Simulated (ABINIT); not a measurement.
# CuO (Tenorite) (Cc) in ABINIT: a series of runs

One crystal, CuO (Tenorite), is run at these levels: PBEsol, LDA; tasks: single point.

All numbers are computed with ABINIT 10.8.3 (patched build); they aren't measurements. Logs are shortened: lines on timing, memory, paths and dates and some standing lists are left out, and cuts for length are marked. The log counts tension as positive stress, the text compression.

## 1. Starting point

It takes space group Cc (No. 9, monoclinic). Conventional cell: a = 4.689 Å, b = 3.427 Å, c = 5.132 Å, α = 90.00°, β = 99.65°, γ = 90.00°. Around Cu (site symmetry 1) lie 4 O at 1.91 to 2.02 Å. Around O (site symmetry 1) lie 4 Cu at 1.91 to 2.02 Å.

## 2. Single point, PBEsol

run.abi reads:

```
pp_dirpath "./"
pseudos "Cu.upf, O.upf"

acell 5.4877344662 5.4877344662 9.6982634442
rprim
     0.8073908068    -0.5900170210     0.0000000000
     0.8073908068     0.5900170210     0.0000000000
    -0.1676807457     0.0000000000     0.9858413501
ntypat 2
znucl 29 8
natom 4
typat 1 1 2 2
xred
     0.4968000000     0.0032000000     0.5000000000
     0.0032000000     0.4968000000     0.0000000000
     0.4056000000     0.5714000000     0.7537000000
     0.5714000000     0.4056000000     0.2537000000
chkprim 0
chksymtnons 0
tolsym 1.0e-6

ecut 42.0

kptopt 1
ngkpt 8 8 4
nshiftk 1
shiftk 0.0 0.0 0.0

ixc -116133

nband 30
occopt 3
tsmear 0.05 eV

nstep 100
tolvrs 1.0e-10

iomode 3
prtwf 0
prtden 0
prteig 0
prtebands 0
```

Potentials or basis: PseudoDojo NC SR PBEsol v0.4.1 standard.

Launch:

```console
> abinit run.abi > log 2>&1
```

run.abo:

```text
.Version 10.8.3 of ABINIT
 Symmetries : space group Cc (#  9); Bravais mC (1-face-center monocl.)
================================================================================
 Values of the parameters that define the memory need of the present run
     intxc =       0    ionmov =       0      iscf =       7    lmnmax =       6
     lnmax =       6     mgfft =      60  mpssoang =       3    mqgrid =    3001
     natom =       4  nloc_mem =       1    nspden =       1   nspinor =       1
    nsppol =       1      nsym =       2    n1xccc =    2501    ntypat =       2
    occopt =       3   xclevel =       2
       mpw =        3591          nfft =       77760          nkpt =          78
================================================================================
================================================================================

--------------------------------------------------------------------------------
------------- Echo of variables that govern the present computation ------------
--------------------------------------------------------------------------------
 -outvars: echo values of preprocessed input variables --------
            acell      5.4877344662E+00  5.4877344662E+00  9.6982634442E+00 Bohr
              amu      6.35460000E+01  1.59994000E+01
          chkprim           0
      chksymtnons           0
             ecut      4.20000000E+01 Hartree
                       outvar_i_n : Printing only first  50 k-points.
              ixc     -116133
                       outvar_i_n : Printing only first  50 k-points.
         kptrlatt        8    0    0      0    8    0      0    0    4
          kptrlen      3.87930538E+01
            natom           4
            nband          30
            ngfft          36      36      60
             nkpt          78
            nstep         100
             nsym           2
           ntypat           2
                       prtocc : prtvol=0, do not print more k-points.
           occopt           3
           prtden           0
        prtebands           0
           prteig           0
            prtwf           0
            rprim      8.0739080680E-01 -5.9001702100E-01  0.0000000000E+00
                       8.0739080680E-01  5.9001702100E-01  0.0000000000E+00
                      -1.6768074570E-01  0.0000000000E+00  9.8584135010E-01
          spgroup           9
           tolsym      1.00000000E-06
           tolvrs      1.00000000E-10
           tsmear      1.83746611E-03 Hartree
            typat      1  1  2  2
                       outvars : Printing only first  50 k-points.
           xangst      7.4204782201E-01 -8.4573423939E-01  2.5297181947E+00
                       1.1723249992E+00  8.4573423939E-01  0.0000000000E+00
                       1.6421232316E+00  2.8408171979E-01  3.8132972067E+00
                       2.0724004088E+00 -2.8408171979E-01  1.2835790120E+00
            xcart      1.4022671559E+00 -1.5982060877E+00  4.7804745637E+00
                       2.2153731791E+00  1.5982060877E+00  0.0000000000E+00
                       3.1031631726E+00  5.3683664779E-01  7.2060873574E+00
                       3.9162691958E+00 -5.3683664779E-01  2.4256127936E+00
             xred      4.9680000000E-01  3.2000000000E-03  5.0000000000E-01
                       3.2000000000E-03  4.9680000000E-01  0.0000000000E+00
                       4.0560000000E-01  5.7140000000E-01  7.5370000000E-01
                       5.7140000000E-01  4.0560000000E-01  2.5370000000E-01
            znucl       29.00000    8.00000

================================================================================

 chkinp: Checking input parameters for consistency.

================================================================================
== DATASET  1 ==================================================================

--- !DatasetInfo
iteration_state: {dtset: 1, }
dimensions: {natom: 4, nkpt: 78, mband: 30, nsppol: 1, nspinor: 1, nspden: 1, mpw: 3591, }
cutoff_energies: {ecut:  42.0, pawecutdg:  -1.0, }
electrons: {nelect:   5.00000000E+01, charge:   0.00000000E+00, occopt:   3.00000000E+00, tsmear:   1.83746611E-03, }
meta: {optdriver: 0, ionmov: 0, optcell: 0, iscf: 7, paral_kgb: 0, }
...

 Real(R)+Recip(G) space primitive vectors, cartesian coordinates (Bohr,Bohr^-1):
 R(1)=  4.4307464 -3.2378567  0.0000000  G(1)=  0.1128478 -0.1544231  0.0191942
 R(2)=  4.4307464  3.2378567  0.0000000  G(2)=  0.1128478  0.1544231  0.0191942
 R(3)= -1.6262120  0.0000000  9.5609491  G(3)=  0.0000000  0.0000000  0.1045921
 Unit cell volume ucvol=  2.7432508E+02 bohr^3
 Angles (23,13,12)=  9.77808191E+01  9.77808191E+01  7.23164321E+01 degrees

 getcut: wavevector=  0.0000  0.0000  0.0000  ngfft=  36  36  60
         ecut(hartree)=     42.000   => boxcut(ratio)=   2.12116

--- Pseudopotential description ------------------------------------------------
- pspini: atom type   1  psp file is ./Cu.upf
12 -116133 2 -1 1492                          pspcod,pspxc,lmax,lloc,mmax
     nproj     2     2     2

- pspini: atom type   2  psp file is ./O.upf
12 -116133 2 -1 936                           pspcod,pspxc,lmax,lloc,mmax
     nproj     2     2     1

   2.78639942E+03                                ecore*ucvol(ha*bohr**3)
--------------------------------------------------------------------------------

================================================================================

--- !BeginCycle
iteration_state: {dtset: 1, }
solver: {iscf: 7, nstep: 100, nline: 4, wfoptalg: 0, }
tolerances: {tolvrs: 1.00E-10, }
...

     iter   Etot(hartree)      deltaE(h)  residm     vres2
 ETOT  1  -408.74983381792    -4.087E+02 3.676E-01 7.531E+03
 ETOT  2  -406.59802939486     2.152E+00 1.699E-01 2.386E+04
 ETOT  3  -411.44360580358    -4.846E+00 6.990E-02 1.409E+03
 ETOT  4  -411.67596122117    -2.324E-01 4.359E-02 5.464E+02
 ETOT  5  -411.77372190195    -9.776E-02 5.332E-03 1.266E+02
 ETOT  6  -411.80460127267    -3.088E-02 4.559E-03 6.586E-01
 ETOT  7  -411.80465923204    -5.796E-05 8.864E-03 5.495E-01
 ETOT  8  -411.80480679050    -1.476E-04 9.650E-04 9.924E-04
 ETOT  9  -411.80480712606    -3.356E-07 3.010E-04 7.592E-05
 ETOT 10  -411.80480714920    -2.314E-08 1.736E-04 1.296E-06
 ETOT 11  -411.80480714967    -4.712E-10 9.665E-05 2.095E-08
 ETOT 12  -411.80480714968    -1.165E-11 8.522E-05 4.451E-09
 ETOT 13  -411.80480714968     2.387E-12 2.924E-05 5.293E-11

 At SCF step   13       vres2   =  5.29E-11 < tolvrs=  1.00E-10 =>converged.

 Cartesian components of stress tensor (hartree/bohr^3)
  sigma(1 1)=  1.57246320E-04  sigma(3 2)=  0.00000000E+00
  sigma(2 2)=  5.55401794E-05  sigma(3 1)=  3.15161232E-05
  sigma(3 3)=  1.97625413E-04  sigma(2 1)=  0.00000000E+00

--- !ResultsGS
iteration_state: {dtset: 1, }
comment   : Summary of ground state results
lattice_vectors:
- [  4.4307464,  -3.2378567,   0.0000000, ]
- [  4.4307464,   3.2378567,   0.0000000, ]
- [ -1.6262120,   0.0000000,   9.5609491, ]
lattice_lengths: [   5.48773,    5.48773,    9.69826, ]
lattice_angles: [ 97.781,  97.781,  72.316, ] # degrees, (23, 13, 12)
lattice_volume:   2.7432508E+02
convergence: {deltae:  2.387E-12, res2:  5.293E-11, residm:  2.924E-05, diffor: null, }
etotal    :  -4.11804807E+02
entropy   :   0.00000000E+00
fermie    :   2.52211175E-01
cartesian_stress_tensor: # hartree/bohr^3
- [  1.57246320E-04,   0.00000000E+00,   3.15161232E-05, ]
- [  0.00000000E+00,   5.55401794E-05,   0.00000000E+00, ]
- [  3.15161232E-05,   0.00000000E+00,   1.97625413E-04, ]
pressure_GPa:  -4.0249E+00
xred      :
- [  4.9680E-01,   3.2000E-03,   5.0000E-01, Cu]
- [  3.2000E-03,   4.9680E-01,   0.0000E+00, Cu]
- [  4.0560E-01,   5.7140E-01,   7.5370E-01,  O]
- [  5.7140E-01,   4.0560E-01,   2.5370E-01,  O]
cartesian_forces: # hartree/bohr
- [ -1.15916573E-02,  -6.27326756E-03,   4.43352408E-03, ]
- [ -1.15916573E-02,   6.27326756E-03,   4.43352408E-03, ]
- [  1.15916573E-02,  -8.42676419E-03,  -4.43352408E-03, ]
- [  1.15916573E-02,   8.42676419E-03,  -4.43352408E-03, ]
force_length_stats: {min:   1.39059894E-02, max:   1.50011003E-02, mean:   1.44535448E-02, }
...

 Integrated electronic density in atomic spheres:
 ------------------------------------------------
 Atom  Sphere_radius  Integrated_density
    1        2.00000         17.29480706
    2        2.00000         17.29480706
    3        2.00000          6.17942770
    4        2.00000          6.17942770
================================================================================

 ----iterations are completed or convergence reached----

 Mean square residual over all n,k,spin=   37.575E-09; max=  29.243E-06
 reduced coordinates (array xred) for    4 atoms
       0.496800000000      0.003200000000      0.500000000000
       0.003200000000      0.496800000000      0.000000000000
       0.405600000000      0.571400000000      0.753700000000
       0.571400000000      0.405600000000      0.253700000000
 rms dE/dt=  5.8261E-02; max dE/dt=  7.1675E-02; dE/dt below (all hartree)
    1       0.031051514666      0.071675397960     -0.061197810370
    2       0.071675397960      0.031051514666     -0.061197810370
    3      -0.078640585857     -0.024071275392      0.061280571552
    4      -0.024071275392     -0.078640585857      0.061280571552

 cartesian coordinates (angstrom) at end:
    1      0.74204782201009    -0.84573423938773     2.52971819471002
    2      1.17232499922203     0.84573423938773     0.00000000000000
    3      1.64212323155057     0.28408171979434     3.81329720670589
    4      2.07240040876251    -0.28408171979434     1.28357901199587

 cartesian forces (hartree/bohr) at end:
    1     -0.01159165732291    -0.00627326755530     0.00443352408015
    2     -0.01159165732291     0.00627326755530     0.00443352408015
    3      0.01159165732291    -0.00842676418638    -0.00443352408015
    4      0.01159165732291     0.00842676418638    -0.00443352408015
 frms,max,avg= 8.3507440E-03 1.1591657E-02  -8.493E-07  0.000E+00 -4.473E-06 h/b

 cartesian forces (eV/Angstrom) at end:
    1     -0.59606698542552    -0.32258438774422     0.22798097456202
    2     -0.59606698542552     0.32258438774422     0.22798097456202
    3      0.59606698542552    -0.43332163689281    -0.22798097456202
    4      0.59606698542552     0.43332163689281    -0.22798097456202
 frms,max,avg= 4.2941252E-01 5.9606699E-01  -4.367E-05  0.000E+00 -2.300E-04 e/A
 length scales=  5.487734466200  5.487734466200  9.698263444200 bohr
              =  2.903984017030  2.903984017030  5.132099996523 angstroms
 Fermi (or HOMO) energy (hartree) =   0.25221   Average Vxc (hartree)=  -0.46265
 Eigenvalues (hartree) for nkpt=  78  k points:
 kpt#   1, nband= 30, wtk=  0.00391, kpt=  0.0000  0.0000  0.0000 (reduced coord)
  -3.87218   -3.87215   -2.31859   -2.31859   -2.31729   -2.31696   -2.30187   -2.30185
  -0.47854   -0.42868   -0.05156    0.04584    0.05971    0.12834    0.13021    0.13252
   0.14213    0.15129    0.15335    0.16208    0.16941    0.17412    0.17693    0.19477
   0.26010    0.28555    0.31133    0.46719    0.54676    0.73564
      occupation numbers for kpt#   1
   2.00000    2.00000    2.00000    2.00000    2.00000    2.00000    2.00000    2.00000
   2.00000    2.00000    2.00000    2.00000    2.00000    2.00000    2.00000    2.00000
   2.00000    2.00000    2.00000    2.00000    2.00000    2.00000    2.00000    2.00000
   0.02689    0.00000    0.00000    0.00000    0.00000    0.00000
 prteigrs : prtvol=0 or 1, do not print more k-points.

--- !EnergyTerms
iteration_state     : {dtset: 1, }
comment             : Components of total free energy in Hartree
kinetic             :  1.95996248915514E+02
hartree             :  1.35302330849116E+02
xc                  : -5.43571696498180E+01
Ewald energy        : -2.48309193655790E+02
psp_core            :  1.01572899255766E+01
local_psp           : -3.78502604345047E+02
non_local_psp       : -7.20910603380659E+01
internal            : -4.11804158298513E+02
'-kT*entropy'       : -6.48851163499753E-04
total_energy        : -4.11804807149677E+02
total_energy_eV     : -1.12057796653016E+04
band_energy         : -4.11207775399382E+01
...

 Cartesian components of stress tensor (hartree/bohr^3)
  sigma(1 1)=  1.57246320E-04  sigma(3 2)=  0.00000000E+00
  sigma(2 2)=  5.55401794E-05  sigma(3 1)=  3.15161232E-05
  sigma(3 3)=  1.97625413E-04  sigma(2 1)=  0.00000000E+00

-Cartesian components of stress tensor (GPa)         [Pressure= -4.0249E+00 GPa]
- sigma(1 1)=  4.62634646E+00  sigma(3 2)=  0.00000000E+00
- sigma(2 2)=  1.63404849E+00  sigma(3 1)=  9.27236357E-01
- sigma(3 3)=  5.81434040E+00  sigma(2 1)=  0.00000000E+00

== END DATASET(S) ==============================================================
================================================================================

 -outvars: echo values of variables after computation  --------
            acell      5.4877344662E+00  5.4877344662E+00  9.6982634442E+00 Bohr
           etotal     -4.1180480715E+02
            fcart     -1.1591657323E-02 -6.2732675553E-03  4.4335240802E-03
                      -1.1591657323E-02  6.2732675553E-03  4.4335240802E-03
                       1.1591657323E-02 -8.4267641864E-03 -4.4335240802E-03
                       1.1591657323E-02  8.4267641864E-03 -4.4335240802E-03
            rprim      8.0739080680E-01 -5.9001702100E-01  0.0000000000E+00
                       8.0739080680E-01  5.9001702100E-01  0.0000000000E+00
                      -1.6768074570E-01  0.0000000000E+00  9.8584135010E-01
           strten      1.5724632022E-04  5.5540179365E-05  1.9762541319E-04
                       0.0000000000E+00  3.1516123208E-05  0.0000000000E+00
           xangst      7.4204782201E-01 -8.4573423939E-01  2.5297181947E+00
                       1.1723249992E+00  8.4573423939E-01  0.0000000000E+00
                       1.6421232316E+00  2.8408171979E-01  3.8132972067E+00
                       2.0724004088E+00 -2.8408171979E-01  1.2835790120E+00
             xred      4.9680000000E-01  3.2000000000E-03  5.0000000000E-01
                       3.2000000000E-03  4.9680000000E-01  0.0000000000E+00
                       4.0560000000E-01  5.7140000000E-01  7.5370000000E-01
                       5.7140000000E-01  4.0560000000E-01  2.5370000000E-01
 Calculation completed.
```

It took 7.6 min on 1 thread of Intel Xeon Platinum 8259CL at 2.50GHz (Skylake/Cascade Lake), shared host; peak memory 0.2 GiB.

What came out:

```yaml
Free_energy: -11205.7797 eV
Pressure: -4.0 GPa
Largest_force: 0.771 eV/Å
Band_gap_on_the_k_mesh: none (metal or under the smearing width)
Valence_electrons_inside_the_program's_atomic_spheres: Cu 17.29; O 6.18
```

Forces on the atoms (eV/Å):
```
Cu  -0.596 -0.323  0.228
Cu  -0.596  0.323  0.228
O    0.596 -0.433 -0.228
O    0.596  0.433 -0.228
```

Levels at points of the mesh, in eV from the Fermi level:
```csv
k point,band 22,band 23,band 24,band 25,band 26,band 27,band 28,band 29
"(0.00, 0.00, 0.00)",-2.12,-2.05,-1.56,0.21,0.91,1.61,5.85,8.01
"(0.50, 0.00, 0.00)",-1.51,-1.44,-1.31,-0.05,0.27,4.72,6.13,6.82
"(0.50, 0.50, 0.00)",-2.03,-1.66,-1.12,-0.59,1.05,3.19,6.87,8.40
"(0.00, 0.00, 0.50)",-2.16,-1.42,-1.42,0.23,0.23,3.81,3.81,11.50
"(0.50, 0.00, 0.50)",-2.05,-1.65,-1.51,-0.08,0.73,4.97,6.38,7.90
"(0.50, 0.50, 0.50)",-1.58,-1.21,-1.21,-0.43,-0.43,5.07,5.07,8.84
```

Caveat: the run has no spin polarisation, though such a crystal can be magnetic; semilocal functionals often make such compounds metallic where correlation or magnetic order opens a gap, which also shifts bond lengths.

## 3. Single point, LDA

run.abi reads:

```
# Pseudopotentials
pp_dirpath "./"
pseudos "Cu.upf, O.upf"

# Structure
acell 3*1.0
rprim
     4.4307463581    -3.2378567419     0.0000000000
     4.4307463581     3.2378567419     0.0000000000
    -1.6262120467     0.0000000000     9.5609491272
ntypat 2
znucl 29 8
natom 4
typat 1 1 2 2
xred
     0.4968000000     0.0032000000     0.5000000000
     0.0032000000     0.4968000000     0.0000000000
     0.4056000000     0.5714000000     0.7537000000
     0.5714000000     0.4056000000     0.2537000000
chkprim 0
chksymtnons 0
tolsym 1.0e-6

# Plane-wave basis
ecut 46.0

# k points
kptopt 1
ngkpt 8 8 4
nshiftk 1
shiftk 0.0 0.0 0.0

# Exchange and correlation
ixc 7

# Bands and occupations
nband 30
occopt 3
tsmear 0.00183747

# SCF cycle
nstep 100
tolvrs 1.0e-10

# Output
iomode 3
prtwf 0
prtden 0
prteig 0
prtebands 0
```

Potentials or basis: PseudoDojo NC SR LDA v0.4.1 standard.

Launch:

```console
> abinit run.abi > log 2>&1
```

Wall time 4.2 min (1 thread of Intel Xeon 6975P-C (Granite Rapids), shared host); peak memory 0.21 GiB.

The run converged. Its results:

```yaml
Free_energy: -11207.2685 eV
Pressure: -9.7 GPa
Largest_force: 0.810 eV/Å
Band_gap_on_the_k_mesh: none (metal or under the smearing width)
Valence_electrons_inside_the_program's_atomic_spheres: Cu 17.30; O 6.17
```

Forces on the atoms (eV/Å):
```
Cu  -0.567 -0.296  0.213
Cu  -0.567  0.296  0.213
O    0.567 -0.538 -0.213
O    0.567  0.538 -0.213
```

Stress tensor (GPa, compression positive):
```
-10.68   0.00  -0.14
  0.00  -5.87   0.00
 -0.14   0.00 -12.41
```

Levels at points of the mesh, in eV from the Fermi level:
```
           k point  band 23  band 24  band 25  band 26  band 27  band 28
(0.00, 0.00, 0.00)    -2.06    -1.57     0.22     0.90     1.67     5.91
(0.50, 0.00, 0.00)    -1.44    -1.32    -0.06     0.27     4.70     6.15
(0.50, 0.50, 0.00)    -1.67    -1.13    -0.59     1.05     3.22     6.82
(0.00, 0.00, 0.50)    -1.42    -1.42     0.22     0.22     3.85     3.85
(0.50, 0.00, 0.50)    -1.66    -1.52    -0.08     0.73     4.99     6.34
(0.50, 0.50, 0.50)    -1.21    -1.21    -0.43    -0.43     5.08     5.08
```

Caveat: the run has no spin polarisation, though such a crystal can be magnetic; semilocal functionals often make such compounds metallic where correlation or magnetic order opens a gap, which also shifts bond lengths.
